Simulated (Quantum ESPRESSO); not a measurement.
GaSb:

```
Sb Ga
1.0
     0.00000    3.05900    3.05900
     3.05900    0.00000    3.05900
     3.05900    3.05900    0.00000
Sb Ga
1 1
Direct
  0.75000 0.75000 0.75000
  0.00000 0.00000 0.00000
```

Base run:

```yaml
Program: Quantum ESPRESSO 7.5
Functional: PBEsol
Potentials_or_basis: GBRV 1.5 PBEsol
Cutoff: 762 eV
Density_cutoff: 6095 eV
k_mesh: 8 × 8 × 8
Occupations: fermi-dirac, width 0.05 eV
Spin: no spin polarisation
```

Its results: band gap on the k mesh none (metal or under the smearing width); pressure -0.1 GPa.

Problem. The run is repeated on the same cell with these changes: functional from PBEsol to LDA; potentials or basis from GBRV 1.5 PBEsol to PseudoDojo 0.4.1 SR LDA standard; cutoff from 762 eV to 1143 eV; density cutoff from 6095 eV to 4572 eV; valence electrons from 34 to 28. What comes out?

Solution. Band gap on the k mesh none (metal or under the smearing width); pressure -1.8 GPa.

Caveats: this crystal is a semiconductor, whose small gap the functional closes, so the metal is an error of the method.

Not every run made on this cell is shown here.
